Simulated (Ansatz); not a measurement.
# PbF$_{2}$: distorted cells

Level of theory: Ansatz, DFT PBE, scalar-relativistic, plane waves, PAW.

Cutoff 420 eV; k points 8×8×8 on the computed 3-atom cell (Γ-centred); Gaussian smearing, width 0.02 eV; no spin polarisation.

Reference cell:

```yaml
crystal:
  lattice:
    - [0.00000, 2.96985, 2.96985]
    - [2.96985, 0.00000, 2.96985]
    - [2.96985, 2.96985, 0.00000]
  atoms:
    - { symbol: Pb, position: [0.00000, 0.00000, 0.00000] }
    - { symbol: F, position: [0.25000, 0.25000, 0.25000] }
    - { symbol: F, position: [0.75000, 0.75000, 0.75000] }
```

Each variant moves atoms of this cell by the vectors given, if any (Å), and then applies a symmetric strain (tensor components, Cartesian axes). The reference cell isn't relaxed at this level. Energies are per atom at zero smearing, counted from the lowest variant. Pressure is positive in compression.

1. strain (xx yy zz yz xz xy, %) -1.44 -1.44 -1.44 0.00 0.00 0.00
2. strain (xx yy zz yz xz xy, %) 4.35 4.35 4.35 0.00 0.00 0.00
3. strain (xx yy zz yz xz xy, %) 1.18 1.18 1.18 0.00 0.00 0.00
4. no strain; moves: F3 (-0.013, 0.079, 0.042)
5. strain (xx yy zz yz xz xy, %) 1.06 -5.51 -5.51 6.00 2.98 -2.98; moves: Pb1 (-0.059, -0.133, 0.133); F2 (-0.004, 0.024, -0.024); F3 (0.063, 0.109, -0.109)
6. no strain; moves: F3 (0.000, 0.000, 0.150)
7. strain (xx yy zz yz xz xy, %) 1.92 -7.08 1.92 0.00 0.00 0.00; moves: Pb1 (0.000, -0.354, 0.000); F2 (0.000, 0.177, 0.000); F3 (0.000, 0.177, 0.000)
8. strain (xx yy zz yz xz xy, %) 2.18 2.18 2.18 0.00 0.00 0.00

Q: Order the variants by energy, lowest first.

A: 3 (0.0 meV/atom), 8 (4.1 meV/atom), 4 (6.9 meV/atom), 6 (13.2 meV/atom), 1 (22.0 meV/atom), 2 (32.1 meV/atom), 7 (141.7 meV/atom), 5 (209.1 meV/atom).

Q: Order them by pressure, highest first.

A: 5 (16.84 GPa), 7 (9.97 GPa), 1 (5.91 GPa), 6 (2.53 GPa), 4 (2.32 GPa), 3 (-0.29 GPa), 8 (-2.09 GPa), 2 (-5.12 GPa).

Spin–orbit coupling is left out, which can shift energies with elements as heavy as these.